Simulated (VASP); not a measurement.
**NaH in VASP: one cell, several levels of theory**

Aim: gap, levels, forces and stress of NaH in the zincblende structure, under +3.0 % shear in the xy plane at fixed geometry. Runs: PBE, r2SCAN. The results are then set beside those of Ansatz 0.2.0 for the same cell. This is a trial cell built on a prototype, not taken from a measured structure, and it needn't be the compound's ground state.

Code: VASP 6.6.1. PAW datasets, plane waves. (Calculated; spin-unpolarised; the phase may be known or hypothetical.)

**1. The structure to begin with**

The cell comes from an earlier relaxation with r2SCAN in another program, then strained, with the atoms relaxed again.

The symmetry is Imm2 (No. 44, orthorhombic); a = 3.618 Å, b = 3.728 Å, c = 5.194 Å in the conventional setting, 17.51 Å³ an atom. Around Na lie 4 H at 2.24–2.25 Å; around H lie 4 Na at 2.24–2.25 Å.

Coordinates:

```
CELL_PARAMETERS angstrom
0.03895 2.59692 2.59692
2.59692 0.03895 2.59692
2.63587 2.63587 0.00000
ATOMIC_POSITIONS crystal
Na 0.00290 0.00290 0.99710
H 0.24710 0.24710 0.25290
```

**2. PBE**

The input, INCAR:

```
ENCUT = 520.000000
SIGMA = 0.020000
EDIFF = 1.00e-07
GGA = PE
PREC = Accurate
IBRION = -1
ISIF = 2
ISMEAR = -1
NBANDS = 11
NELM = 120
NSW = 0
LASPH = .TRUE.
LCHARG = .FALSE.
LWAVE = .FALSE.
LREAL = .FALSE.
```

The input, KPOINTS:

```
KPOINTS created by Atomic Simulation Environment
0
Gamma
8 8 8
0 0 0
```

The input, KPOINTS_OPT:

```
special points
6
Reciprocal
0.0000000000 0.0000000000 0.0000000000 1
-0.5000000000 -0.5000000000 0.0000000000 1
-0.3750000000 -0.3750000000 0.2500000000 1
-0.3750000000 0.0000000000 0.3750000000 1
0.0000000000 0.0000000000 0.5000000000 1
-0.5000000000 -0.2500000000 0.2500000000 1
```

The input, POSCAR:

```
Na H
 1.0000000000000000
     0.0389538158000000    2.5969210560999998    2.5969210560999998
     2.5969210560999998    0.0389538158000000    2.5969210560999998
     2.6358748719000000    2.6358748719000000    0.0000000000000000
 Na  H
   1   1
Cartesian
 -0.0000000000000000  0.0000000000000000  0.0150851724956388
  1.3179374359499996  1.3179374359499996  1.2833753555543610
```

The run uses the recommended PBE PAW datasets (8 valence electrons a neutral cell).

Run with:

```sh
$ mpirun -np 1 vasp_std
```

Standard output, without the iteration lines:

```text
POSCAR found type information on POSCAR NaH
 POSCAR found :  2 types and       2 ions
 LDA part: xc-table for (Slater+PW92), standard interpolation
 POSCAR, INCAR and KPOINTS ok, starting setup
 FFT: planning ... GRIDC
 FFT: planning ... GRID_SOFT
 FFT: planning ... GRID
 WAVECAR not read
 entering main loop
 Start KPOINTS_OPT (optional k-point list driver)
k-point batch [1-6\6]
```

OSZICAR:

```text
N       E                     dE             d eps       ncg     rms          rms(c)
DAV:   1     0.344577651577E+02    0.34458E+02   -0.45365E+03  2102   0.714E+02
DAV:   2    -0.411807438630E+01   -0.38576E+02   -0.37966E+02  2150   0.182E+02
DAV:   3    -0.552389590688E+01   -0.14058E+01   -0.14038E+01  2523   0.338E+01
DAV:   4    -0.553500581030E+01   -0.11110E-01   -0.11109E-01  2411   0.304E+00
DAV:   5    -0.553513086994E+01   -0.12506E-03   -0.12506E-03  2399   0.337E-01    0.354E+00
DAV:   6    -0.508374579626E+01    0.45139E+00   -0.48530E-01  2737   0.260E+00    0.158E+00
DAV:   7    -0.497663405443E+01    0.10711E+00   -0.44793E-01  2440   0.210E+00    0.415E-01
DAV:   8    -0.498844263391E+01   -0.11809E-01   -0.22714E-02  2162   0.101E+00    0.103E-01
DAV:   9    -0.498856096081E+01   -0.11833E-03   -0.24690E-03  2390   0.383E-01    0.236E-02
DAV:  10    -0.498855772110E+01    0.32397E-05   -0.11107E-04  2315   0.840E-02    0.749E-03
DAV:  11    -0.498858471660E+01   -0.26995E-04   -0.46371E-05  2276   0.264E-02    0.856E-03
DAV:  12    -0.498858365290E+01    0.10637E-05   -0.46400E-06  2447   0.804E-03    0.805E-04
DAV:  13    -0.498858370983E+01   -0.56934E-07   -0.23251E-07  2336   0.263E-03
   1 F= -.49885837E+01 E0= -.49885837E+01  d E =-.170086E-12
       N       E                     dE             ncg
DAV:   1     0.919647013605E+03   -0.23706E+04      132
DAV:   2     0.678511381250E+03   -0.24114E+03      132
DAV:   3     0.670315983275E+03   -0.81954E+01      178
DAV:   4     0.670259432501E+03   -0.56551E-01      150
DAV:   5     0.670258863032E+03   -0.56947E-03      153
DAV:   6     0.670258852584E+03   -0.10447E-04      147
DAV:   7     0.670258852352E+03   -0.23269E-06      156
DAV:   8     0.670258852347E+03   -0.46002E-08      115
```

The lines after F= are the extra pass for the points of KPOINTS_OPT, at fixed density; their E is not a total energy.

Parts of OUTCAR:

```text
k-points           NKPTS =     95   k-points in BZ     NKDIM =     95   number of bands    NBANDS=     11

   NELECT =       8.0000    total number of electrons

   dimension x,y,z NGX =    28 NGY =   28 NGZ =   28
   dimension x,y,z NGXF=    56 NGYF=   56 NGZF=   56

  energy-cutoff  :      520.00
  volume of cell :       35.02
      direct lattice vectors                 reciprocal lattice vectors
     0.038953816  2.596921056  2.596921056    -0.195467711  0.195467711  0.192535695
     2.596921056  0.038953816  2.596921056     0.195467711 -0.195467711  0.192535695
     2.635874872  2.635874872  0.000000000     0.189690340  0.189690340 -0.192535695

 k-points in reciprocal lattice and weights: KPOINTS created by Atomic Simulation Env
   0.00000000  0.00000000  0.00000000       0.002
   0.12500000  0.00000000  0.00000000       0.008
   0.25000000  0.00000000  0.00000000       0.008
   0.37500000  0.00000000  0.00000000       0.008
   0.50000000  0.00000000  0.00000000       0.004
   0.12500000  0.12500000  0.00000000       0.004
   0.25000000  0.12500000  0.00000000       0.008
   0.37500000  0.12500000  0.00000000       0.008
[... 87 more k-points ...]

 E-fermi :  -1.3794

 k-point     1 :       0.0000    0.0000    0.0000
  band No.  band energies     occupation
      1     -23.8825      2.00000
      2     -23.8810      2.00000
      3     -23.8796      2.00000
      4      -4.7269      2.00000
      5       6.3280      0.00000
      6      11.1700      0.00000
      7      11.4408      0.00000
      8      11.7430      0.00000
      9      13.7874      0.00000
     10      14.1332      0.00000
     11      14.4657      0.00000

 k-point     2 :       0.1250    0.0000    0.0000
  band No.  band energies     occupation
      1     -23.8894      2.00000
      2     -23.8824      2.00000
      3     -23.8805      2.00000
      4      -4.5043      2.00000
      5       5.6887      0.00000
      6      10.7798      0.00000
      7      10.9139      0.00000
      8      11.2579      0.00000
      9      14.4041      0.00000
     10      14.7922      0.00000
     11      14.9033      0.00000

 k-point     3 :       0.2500    0.0000    0.0000
  band No.  band energies     occupation
      1     -23.9069      2.00000
      2     -23.8850      2.00000
      3     -23.8827      2.00000
      4      -3.8793      2.00000
      5       4.1772      0.00000
      6       9.6142      0.00000
      7      10.5800      0.00000
      8      10.8827      0.00000
      9      13.6660      0.00000
     10      13.7992      0.00000
     11      14.8638      0.00000

 k-point     4 :       0.3750    0.0000    0.0000
  band No.  band energies     occupation
      1     -23.9242      2.00000
      2     -23.8876      2.00000
      3     -23.8850      2.00000
      4      -3.0343      2.00000
      5       2.5718      0.00000
      6       8.9388      0.00000
      7      10.4684      0.00000
      8      10.7090      0.00000
      9      12.5134      0.00000
     10      12.7126      0.00000
     11      14.0500      0.00000

 k-point     5 :       0.5000    0.0000    0.0000
  band No.  band energies     occupation
      1     -23.9314      2.00000
      2     -23.8887      2.00000
      3     -23.8859      2.00000
      4      -2.5430      2.00000
      5       1.7950      0.00000
      6       8.7306      0.00000
      7      10.4912      0.00000
      8      10.6909      0.00000
      9      12.0579      0.00000
     10      12.2994      0.00000
     11      13.7095      0.00000

 k-point     6 :       0.1250    0.1250    0.0000
  band No.  band energies     occupation
      1     -23.8880      2.00000
      2     -23.8847      2.00000
      3     -23.8821      2.00000
      4      -4.4371      2.00000
      5       5.5719      0.00000
      6      10.0185      0.00000
      7      10.6292      0.00000
      8      12.4225      0.00000
      9      12.8461      0.00000
     10      14.0503      0.00000
     11      15.5544      0.00000

 k-point     7 :       0.2500    0.1250    0.0000
  band No.  band energies     occupation
      1     -23.9009      2.00000
      2     -23.8867      2.00000
      3     -23.8848      2.00000
      4      -3.9526      2.00000
      5       4.5843      0.00000
      6       9.2377      0.00000
      7       9.4376      0.00000
      8      11.6378      0.00000
      9      13.1442      0.00000
     10      13.9972      0.00000
     11      15.9689      0.00000

[... the tables of k-points 8 to 95 left out ...]

  Total        0.0504194      0.0504194      0.0462715     -0.0885609      0.0000000      0.0000000
  in kB        2.3067443      2.3067443      2.1169746     -4.0517657      0.0000000      0.0000000
  external PRESSURE =       2.2434877 kB  Pullay stress =       0.0000000 kB

 POSITION                                       TOTAL-FORCE (eV/Angst)
 -----------------------------------------------------------------------------------
      2.63587      2.63587      0.01509         0.000000      0.000000     -0.000187
      1.31794      1.31794      1.28338        -0.000000     -0.000000      0.000187
 -----------------------------------------------------------------------------------
    total drift:                                0.000003      0.000003     -0.000446

  FREE ENERGIE OF THE ION-ELECTRON SYSTEM (eV)
  ---------------------------------------------------
  free  energy   TOTEN  =        -4.9885837098 eV

  energy  without entropy=       -4.9885837098  energy(sigma->0) =       -4.98858371
```

Hardware: 1 MPI rank of Intel Xeon 6975P-C, shared host.

The levels at the points of KPOINTS_OPT are read from vasprun.xml.

Levels at the named points, in eV from the top of band v (v: the last filled band by count, c: the next):

```tsv
point	v−1	v	c	c+1
Γ	-22.00	-2.84	8.21	13.05
X	-22.01	-0.09	5.03	7.44
U	-22.01	-0.11	5.26	5.96
K	-22.01	-0.08	5.34	6.01
L	-22.00	-0.76	3.54	10.72
W	-22.01	0.00	5.87	6.11
```

Gap with PBE: 3.54 eV, valence top at (-0.25, 0.25, 0.50), conduction bottom at L. Least direct gap: 4.29 eV. Pressure: 0.22 GPa; the forces vanish within 0.01 eV/Å.

**3. r2SCAN at this geometry**

The input, INCAR:

```
ENCUT = 520.000000
SIGMA = 0.010000
EDIFF = 1.00e-07
ALGO = Normal
METAGGA = R2SCAN
PREC = Accurate
IBRION = -1
ISIF = 2
ISMEAR = 0
NBANDS = 11
NELM = 120
NSW = 0
LASPH = .TRUE.
LCHARG = .FALSE.
LWAVE = .FALSE.
LREAL = .FALSE.
```

KPOINTS is that of step 2.

KPOINTS_OPT is that of step 2.

POSCAR is that of step 2.

Run with:

```sh
$ mpirun -np 1 vasp_std
```

Standard output, without the iteration lines:

```text
POSCAR found type information on POSCAR NaH
 POSCAR found :  2 types and       2 ions
 -----------------------------------------------------------------------------
|                                                                             |
|                                                                             |
|     You enforced a specific xc type in the INCAR file but a different       |
|     I HOPE YOU KNOW WHAT YOU ARE DOING!                                     |
|                                                                             |
 -----------------------------------------------------------------------------

 LDA part: xc-table for (None), standard interpolation
 POSCAR, INCAR and KPOINTS ok, starting setup
 FFT: planning ... GRIDC
 FFT: planning ... GRID_SOFT
 FFT: planning ... GRID
 WAVECAR not read
 entering main loop
 Start KPOINTS_OPT (optional k-point list driver)
k-point batch [1-6\6]
```

OSZICAR:

```text
N       E                     dE             d eps       ncg     rms          rms(c)
DAV:   1     0.328383533281E+02    0.32838E+02   -0.46724E+03  2105   0.736E+02
DAV:   2    -0.698338756716E+01   -0.39822E+02   -0.39153E+02  2156   0.189E+02
DAV:   3    -0.844725092473E+01   -0.14639E+01   -0.14616E+01  2555   0.353E+01
DAV:   4    -0.846000024271E+01   -0.12749E-01   -0.12747E-01  2438   0.329E+00
DAV:   5    -0.846016514195E+01   -0.16490E-03   -0.16490E-03  2414   0.388E-01    0.340E+00
DAV:   6    -0.755306481256E+01    0.90710E+00   -0.36164E-01  2291   0.581E+00    0.181E+00
DAV:   7    -0.744768244100E+01    0.10538E+00   -0.64391E-01  2252   0.373E+00    0.536E-01
DAV:   8    -0.745444774710E+01   -0.67653E-02   -0.24844E-02  2177   0.895E-01    0.266E-01
DAV:   9    -0.745891542290E+01   -0.44677E-02   -0.63184E-03  2117   0.700E-01    0.127E-01
DAV:  10    -0.745848128939E+01    0.43413E-03   -0.66745E-04  2309   0.125E-01    0.172E-02
DAV:  11    -0.745856396422E+01   -0.82675E-04   -0.27806E-05  2461   0.409E-02    0.380E-03
DAV:  12    -0.745858247224E+01   -0.18508E-04   -0.14293E-06  2282   0.988E-03    0.159E-03
DAV:  13    -0.745858231728E+01    0.15496E-06   -0.12435E-07  2390   0.483E-03    0.717E-04
DAV:  14    -0.745858382600E+01   -0.15087E-05   -0.12687E-08  1423   0.684E-04    0.218E-04
DAV:  15    -0.745858433474E+01   -0.50874E-06   -0.44278E-09  1174   0.569E-04    0.118E-05
DAV:  16    -0.745858456894E+01   -0.23420E-06   -0.29288E-10  1141   0.194E-04    0.135E-05
DAV:  17    -0.745858458870E+01   -0.19760E-07   -0.67879E-11  1132   0.109E-04
   1 F= -.74585846E+01 E0= -.74585846E+01  d E =-.743985E-33
       N       E                     dE             ncg
DAV:   1     0.884875321777E+03   -0.24053E+04      132
DAV:   2     0.635179555345E+03   -0.24970E+03      135
DAV:   3     0.626696042369E+03   -0.84835E+01      167
DAV:   4     0.626632580435E+03   -0.63462E-01      150
DAV:   5     0.626631846238E+03   -0.73420E-03      153
DAV:   6     0.626631830118E+03   -0.16120E-04      150
DAV:   7     0.626631829706E+03   -0.41157E-06      156
DAV:   8     0.626631829696E+03   -0.10058E-07      136
```

Parts of OUTCAR:

```text
k-points           NKPTS =     95   k-points in BZ     NKDIM =     95   number of bands    NBANDS=     11

   NELECT =       8.0000    total number of electrons

   dimension x,y,z NGX =    28 NGY =   28 NGZ =   28
   dimension x,y,z NGXF=    56 NGYF=   56 NGZF=   56

  energy-cutoff  :      520.00
  volume of cell :       35.02
      direct lattice vectors                 reciprocal lattice vectors
     0.038953816  2.596921056  2.596921056    -0.195467711  0.195467711  0.192535695
     2.596921056  0.038953816  2.596921056     0.195467711 -0.195467711  0.192535695
     2.635874872  2.635874872  0.000000000     0.189690340  0.189690340 -0.192535695

 k-points in reciprocal lattice and weights: KPOINTS created by Atomic Simulation Env
   0.00000000  0.00000000  0.00000000       0.002
   0.12500000  0.00000000  0.00000000       0.008
   0.25000000  0.00000000  0.00000000       0.008
   0.37500000  0.00000000  0.00000000       0.008
   0.50000000  0.00000000  0.00000000       0.004
   0.12500000  0.12500000  0.00000000       0.004
   0.25000000  0.12500000  0.00000000       0.008
   0.37500000  0.12500000  0.00000000       0.008
[... 87 more k-points ...]

 E-fermi :  -2.1248

 k-point     1 :       0.0000    0.0000    0.0000
  band No.  band energies     occupation
      1     -24.9913      2.00000
      2     -24.9896      2.00000
      3     -24.9883      2.00000
      4      -5.0050      2.00000
      5       6.6332      0.00000
      6      11.3165      0.00000
      7      11.5958      0.00000
      8      11.9048      0.00000
      9      14.5664      0.00000
     10      14.9219      0.00000
     11      15.2638      0.00000

 k-point     2 :       0.1250    0.0000    0.0000
  band No.  band energies     occupation
      1     -24.9980      2.00000
      2     -24.9910      2.00000
      3     -24.9893      2.00000
      4      -4.7811      2.00000
      5       5.9227      0.00000
      6      11.1197      0.00000
      7      11.1716      0.00000
      8      11.4761      0.00000
      9      15.0295      0.00000
     10      15.3401      0.00000
     11      15.4290      0.00000

 k-point     3 :       0.2500    0.0000    0.0000
  band No.  band energies     occupation
      1     -25.0150      2.00000
      2     -24.9936      2.00000
      3     -24.9915      2.00000
      4      -4.1556      2.00000
      5       4.3195      0.00000
      6      10.1326      0.00000
      7      10.8320      0.00000
      8      11.1424      0.00000
      9      14.1578      0.00000
     10      14.2977      0.00000
     11      15.3224      0.00000

 k-point     4 :       0.3750    0.0000    0.0000
  band No.  band energies     occupation
      1     -25.0319      2.00000
      2     -24.9962      2.00000
      3     -24.9936      2.00000
      4      -3.3222      2.00000
      5       2.6820      0.00000
      6       9.4778      0.00000
      7      10.7110      0.00000
      8      10.9553      0.00000
      9      13.0563      0.00000
     10      13.2684      0.00000
     11      14.5086      0.00000

 k-point     5 :       0.5000    0.0000    0.0000
  band No.  band energies     occupation
      1     -25.0388      2.00000
      2     -24.9972      2.00000
      3     -24.9946      2.00000
      4      -2.8498      2.00000
      5       1.9124      0.00000
      6       9.2715      0.00000
      7      10.7088      0.00000
      8      10.9135      0.00000
      9      12.6354      0.00000
     10      12.8890      0.00000
     11      14.1560      0.00000

 k-point     6 :       0.1250    0.1250    0.0000
  band No.  band energies     occupation
      1     -24.9964      2.00000
      2     -24.9936      2.00000
      3     -24.9908      2.00000
      4      -4.7137      2.00000
      5       5.7968      0.00000
      6      10.2738      0.00000
      7      10.8977      0.00000
      8      12.8257      0.00000
      9      13.1448      0.00000
     10      14.8764      0.00000
     11      16.2522      0.00000

 k-point     7 :       0.2500    0.1250    0.0000
  band No.  band energies     occupation
      1     -25.0090      2.00000
      2     -24.9953      2.00000
      3     -24.9935      2.00000
      4      -4.2286      2.00000
      5       4.7426      0.00000
      6       9.5938      0.00000
      7       9.7155      0.00000
      8      12.0088      0.00000
      9      13.5676      0.00000
     10      14.7506      0.00000
     11      16.5130      0.00000

[... the tables of k-points 8 to 95 left out ...]

  Total       -0.0451383     -0.0451383     -0.0375392     -0.0893929      0.0000000      0.0000000
  in kB       -2.0651302     -2.0651302     -1.7174596     -4.0898265      0.0000000      0.0000000
  external PRESSURE =      -1.9492400 kB  Pullay stress =       0.0000000 kB

 POSITION                                       TOTAL-FORCE (eV/Angst)
 -----------------------------------------------------------------------------------
      2.63587      2.63587      0.01509         0.000000     -0.000000      0.003855
      1.31794      1.31794      1.28338        -0.000000      0.000000     -0.003855
 -----------------------------------------------------------------------------------
    total drift:                                0.000020      0.000020      0.008165

  FREE ENERGIE OF THE ION-ELECTRON SYSTEM (eV)
  ---------------------------------------------------
  free  energy   TOTEN  =        -7.4585845887 eV

  energy  without entropy=       -7.4585845887  energy(sigma->0) =       -7.45858459
```

Hardware: 1 MPI rank of Intel Xeon 6975P-C, shared host.

The levels at the points of KPOINTS_OPT are read from vasprun.xml.

Band energies at the special points (eV, zero at the top of v, the last band that the electrons fill by count):

```tsv
point	v−1	v	c	c+1
Γ	-22.78	-2.80	8.84	13.52
X	-22.80	-0.08	5.55	7.89
U	-22.80	-0.11	5.69	6.54
K	-22.80	-0.08	5.77	6.57
L	-22.79	-0.74	3.98	11.59
W	-22.80	0.00	6.32	6.56
```

Gap with r2SCAN: 3.98 eV, valence top at (-0.25, 0.25, 0.50), conduction bottom at L. Least direct gap: 4.72 eV. Pressure: -0.19 GPa; the forces vanish within 0.01 eV/Å.

**4. Results**

```
 level  gap (eV)  pressure (GPa)  Ansatz: gap (eV)  Ansatz: pressure (GPa)
   PBE      3.54            0.22              3.54                    0.25
r2SCAN      3.98           -0.19              3.98                    0.00
```

**Reading.** The gap spans 3.54 eV (PBE) to 3.98 eV (r2SCAN). The two programs agree on the gap within 0.01 eV, far less than the spread between functionals. Datasets and cutoffs are each program's own. VASP's cell holds 8 valence electrons and Ansatz's 10.
